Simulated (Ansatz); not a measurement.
# AlAs: the cost of one run

Method: DFT PBEsol, scalar-relativistic, plane waves, PAW, in Ansatz 0.2.0.

3 further runs of the same task are left out: 3 set aside as unsound or not needed.

## Step 1: The system as given

It takes space group F-43m (No. 216, cubic). Conventional cell: a = 5.675 Å, b = 5.675 Å, c = 5.675 Å, α = 90.00°, β = 90.00°, γ = 90.00°. Al (site symmetry -43m) has 4 As at 2.46 Å in its first shell of neighbours. As (site symmetry -43m) is surrounded by 4 Al at 2.46 Å.

Coordinates:

```cif
data_structure
_symmetry_space_group_name_H-M 'F-43m'
_symmetry_Int_Tables_number 216
_cell_length_a 5.6746
_cell_length_b 5.6746
_cell_length_c 5.6746
_cell_angle_alpha 90.000
_cell_angle_beta 90.000
_cell_angle_gamma 90.000
_cell_volume 182.73
loop_
_atom_site_label
_atom_site_type_symbol
_atom_site_symmetry_multiplicity
_atom_site_Wyckoff_symbol
_atom_site_fract_x
_atom_site_fract_y
_atom_site_fract_z
_atom_site_occupancy
Al1 Al 4 a 0.00000 0.00000 0.00000 1
As1 As 4 c 0.25000 0.25000 0.25000 1
```

This cell was relaxed beforehand with the same method: volume 22.84 Å³/atom, gap on the mesh 1.34 eV.

Bulk energy on matching settings, from an earlier run: -2669.2211 eV/atom.

## Step 2: Cutting the (210) slab

Planes are indexed in the bulk's conventional cell (F-43m (No. 216)), a = 5.675 Å, b = 5.675 Å, c = 5.675 Å, α = 90.00°, β = 90.00°, γ = 90.00°.

Cut from the relaxed bulk: a (210) slab, 10.8 Å thick as cut, with 15 Å of vacuum; its outer planes are Al (top) and As (bottom).

The slab as cut. Layers, bottom to top:

```
plane  atoms per cell  height over the lowest (Å)
    1              As                        0.00
    2              Al                        0.63
    3              As                        1.27
    4              Al                        1.90
    5              As                        2.54
    6              Al                        3.17
    7              As                        3.81
    8              Al                        4.44
    9              As                        5.08
   10              Al                        5.71
   11              As                        6.34
   12              Al                        6.98
   13              As                        7.61
   14              Al                        8.25
   15              As                        8.88
   16              Al                        9.52
   17              As                       10.15
   18              Al                       10.79
```

## Step 3: The slab as cut, atoms at the bulk's places

A dipole layer in the vacuum cancels the field that periodic copies would set up if the slab's two faces differ.

File input.yaml:

```yaml
crystal:
  lattice:
    - [5.6745964866, 0.0, 0.0]
    - [-2.8372982433, 6.3443917445, 0.0]
    - [0.0, 0.0, 25.7854659657]
  atoms:
    - { symbol: As, position: [0.1, 0.7, 0.2908615268] }
    - { symbol: Al, position: [0.7, 0.4, 0.3154660531] }
    - { symbol: As, position: [0.8, 0.1, 0.3400705793] }
    - { symbol: Al, position: [0.4, 0.8, 0.3646751056] }
    - { symbol: As, position: [0.5, 0.5, 0.3892796318] }
    - { symbol: Al, position: [0.1, 0.2, 0.4138841581] }
    - { symbol: As, position: [0.2, 0.9, 0.4384886844] }
    - { symbol: Al, position: [0.8, 0.6, 0.4630932106] }
    - { symbol: As, position: [0.9, 0.3, 0.4876977369] }
    - { symbol: Al, position: [0.5, 0.0, 0.5123022631] }
    - { symbol: As, position: [0.6, 0.7, 0.5369067894] }
    - { symbol: Al, position: [0.2, 0.4, 0.5615113156] }
    - { symbol: As, position: [0.3, 0.1, 0.5861158419] }
    - { symbol: Al, position: [0.9, 0.8, 0.6107203682] }
    - { symbol: As, position: [0.0, 0.5, 0.6353248944] }
    - { symbol: Al, position: [0.6, 0.2, 0.6599294207] }
    - { symbol: As, position: [0.7, 0.9, 0.6845339469] }
    - { symbol: Al, position: [0.3, 0.6, 0.7091384732] }
basis:
  ecutwfc: 420
kpoints:
  mp_grid: { grid: [5, 4, 1] }
hamiltonian:
  xc: pbesol
scf:
  occupations: { method: gaussian, width: 0.05 }
output:
  forces: true
  stress: true
  eigenvalues: true
  write_density: true
  write_potential: true
  elf: true
  volumetric_format: npy
efield:
  axis: 3
  dipole_correction: true
  ramp_width: 0.04
```

Run with:

```
ansatz run input.yaml --threads 2 --pin off --max-ram 5120MiB --backend cpu --events-out ev --progress --plain --runs-dir out
```

Q: Estimate wall time and peak memory on 2 threads of Arm Neoverse V2, shared host.

About 92 s, with a peak of 1.7 GiB.
